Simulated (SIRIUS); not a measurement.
Hf:

```xyz
1
Lattice="-1.6950 1.6521 1.6409 1.8765 -1.6516 1.8218 1.9411 1.8976 -1.6403" Properties=species:S:1:pos:R:3 pbc="T T T"
Hf    0.0000    0.0000    0.0000
```

This isn't the form of Hf at room conditions, which is hcp.

- Program: SIRIUS 7.10.0
- Task: relaxation of cell and atoms
- Functional: PBEsol
- Dispersion: D4
- Potentials or basis: PseudoDojo 0.4.1 PBE standard (scalar relativistic)
- Cutoff: 807 eV
- Density cutoff: 3227 eV
- k mesh: 5 × 4 × 4
- Occupations: fermi-dirac, width 0.05 eV
- Spin: no spin polarisation

At the start: pressure -7.2 GPa; volume 23.30 Å³/atom.

Q: How do energy, volume and symmetry change on relaxing?

A: Over 17 steps the energy falls by 159.4 meV/atom and the volume is 21.61 Å³/atom (-7.2 %); space group P-1 (No. 2, to 0.05 Å).

The path:
```
step  energy change (eV)  largest force (eV/Å)  pressure (GPa)  volume (Å³)
   1              0.0000                0.0000           -7.20        23.30
   2             -0.0761                0.0000           -3.11        22.28
   3             -0.1422                0.0000            5.14        20.74
   4             -0.1530                0.0000            1.88        21.25
   5             -0.1566                0.0000            0.08        21.55
   6             -0.1567                0.0000           -0.03        21.57
   7             -0.1568                0.0000           -0.05        21.58
   8             -0.1571                0.0000           -0.04        21.60
   9             -0.1519                0.0000           -0.47        21.72
  10             -0.1574                0.0000            0.01        21.60
  11             -0.1577                0.0000            0.02        21.61
  12             -0.1574                0.0000           -0.06        21.65
  13             -0.1583                0.0000            0.01        21.62
  14             -0.1585                0.0000            0.02        21.62
  15             -0.1591                0.0000            0.01        21.62
  16             -0.1592                0.0000            0.01        21.62
  17             -0.1594                0.0000           -0.01        21.61
```

Final structure:
```
Hf
1.0
    -1.82879    1.73316    1.59183
     1.87513   -1.80356    1.68367
     1.84851    1.81246   -1.66459
Hf
1
Direct
  0.00000 0.00000 0.00000
```

Caveat: the k mesh is coarse (spacing up to 0.59 Å⁻¹), so the values aren't converged; the potentials were made for another functional, which shifts forces and pressure; pairwise dispersion overbinds metals, which lowers pressure and volume.
